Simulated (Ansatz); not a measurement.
Crystal: ZnCu.

```xyz
2
Lattice="2.9450 0.0000 0.0000 0.0000 2.9450 0.0000 0.0000 0.0000 2.9450" Properties=species:S:1:pos:R:3 pbc="T T T"
Zn    1.4725    1.4725    1.4725
Cu    0.0000    0.0000    0.0000
```

Base run:

| Quantity | Value |
| --- | --- |
| Program | Ansatz 0.2.0 |
| Functional | PBEsol |
| Potentials or basis | all-electron LAPW, scalar-relativistic |
| Cutoff | 295 eV |
| Density cutoff | 1182 eV |
| Basis error allowed | 0.001 eV/atom |
| k mesh | 9 × 9 × 9 |
| Occupations | fermi-dirac, width 0.05 eV |
| Spin | no spin polarisation |

Its results: pressure -4.5 GPa.

Question: After a change of settings the same cell gave: pressure -9.6 GPa. Which change was it?
A. functional from PBEsol to PBE
B. functional from PBEsol to PBE; occupations from fermi-dirac, width 0.05 eV to gaussian, width 0.1 eV
C. functional from PBEsol to LDA
D. functional from PBEsol to RPBE; occupations from fermi-dirac, width 0.05 eV to gaussian, width 0.02 eV

Answer: C.

LDA binds more tightly than PBEsol, so the same cell stands under less pressure.

Not every run made on this cell is shown here.
